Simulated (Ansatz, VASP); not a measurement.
## CuAu3: VASP beside Ansatz

INCAR

```
  ALGO = Normal
  EDIFF = 1E-7
  ENCUT = 520
  GGA = PS
  ISIF = 2
  ISMEAR = -1
  LASPH = T
  LCHARG = F
  LREAL = F
  LWAVE = F
  NBANDS = 30
  NELM = 60
  PREC = Accurate
  SIGMA = 0.05
```

KPOINTS

```
k-points
0
Gamma
  7 7 7
```

Contents of POSCAR:

```
CuAu3
1.0
    3.8987527127      0.0000000000      0.0000000000
    0.0000000000      3.8987527127      0.0000000000
    0.0000000000      0.0000000000      3.8987527127
Au Cu
3 1
Direct
    0.5000000000      0.5000000000      0.0000000000
    0.5000000000      0.0000000000      0.5000000000
    0.0000000000      0.5000000000      0.5000000000
    0.0000000000      0.0000000000      0.0000000000
```

Contents of input.yaml:

```yaml
crystal:
  lattice:
    - [3.8987527127, 0.0, 0.0]
    - [0.0, 3.8987527127, 0.0]
    - [0.0, 0.0, 3.8987527127]
  atoms:
    - { symbol: Au, position: [0.5, 0.5, 0.0] }
    - { symbol: Au, position: [0.5, 0.0, 0.5] }
    - { symbol: Au, position: [0.0, 0.5, 0.5] }
    - { symbol: Cu, position: [0.0, 0.0, 0.0] }
hamiltonian:
  xc: pbesol
  pseudopotentials: { kind: paw }
kpoints:
  mp_grid: { grid: [7, 7, 7] }
scf:
  occupations: { method: fermi_dirac, width: 0.05 }
output:
  forces: true
  stress: true
  eigenvalues: true
  write_density: true
  write_potential: true
  elf: true
  volumetric_format: npy
```

Change from the starting cell: volume scaled by 0.94.

Alike in both runs: task single point; functional PBEsol; k mesh 7 × 7 × 7; occupations fermi-dirac, width 0.05 eV; no spin polarisation.

|  | VASP | Ansatz |
| --- | --- | --- |
| version | VASP 6.6.1 | Ansatz 0.2.0 |
| potentials or method | VASP PAW PBE potentials, release 64 (Au, Cu) | Ansatz PAW |
| plane-wave cutoff (eV) | 520 | 420 |
| valence electrons in the cell | 44 | 76 |

Ansatz gave:

- gap on the k mesh at the Fermi level (eV): none
- pressure (GPa): 11.5

What did VASP give for the same quantities?

gap on the k mesh at the Fermi level (eV): none; pressure (GPa): 11.3.

A gap of «none» marks a metal or a gap that the smearing closes. The two sets of potentials don't hold the same shells in valence.

Caveats: the PAW data sets were made with another functional, which shifts forces and pressure a little (VASP); the PAW data sets come from PBE, with cores solved anew for the run's functional, which leaves a small shift of forces and pressure (Ansatz). The runs have no spin-orbit coupling, so splittings on Au are missing.
